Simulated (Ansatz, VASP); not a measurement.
# Nb: spin-orbit coupling in 2 programs

The cell as given:

The structure is cubic, space group Pm-3m (No. 221). Conventional cell: a = 2.720 Å, b = 2.720 Å, c = 2.720 Å, α = 90.00°, β = 90.00°, γ = 90.00°. Nb (site symmetry m-3m) is surrounded by 6 Nb at 2.72 Å.

This isn't the form of Nb at room conditions, which is bcc.

Kept alike: task relaxation of cell and atoms; functional LDA; k mesh 7 × 7 × 7; occupations fermi-dirac, width 0.05 eV. The mesh is that of the run's cell of 1 atom.

- A: Ansatz, Ansatz PAW, made for PBE, cutoff 420 eV
- B: VASP, LDA PAW files Nb_sv, 600 eV

| spin-orbit coupling | A: volume (Å³/atom) | B: volume (Å³/atom) |
| --- | --- | --- |
| off | 18.918 | 18.905 |
| on | 18.926 | 18.934 |

Values on potentials made for another functional: all of A. Values hold for each row's relaxed cell, which stops near the pressure aimed at (zero). Ansatz's stress holds its Pulay term.

Q: How large is the effect of spin-orbit coupling, and do the programs agree on it?

A: From off to on the volume moves by +0.008 in A, +0.029 in B (Å³/atom). Row by row the programs differ by 0.008 to 0.013, and the shifts point the same way but differ by 72 % of the larger.
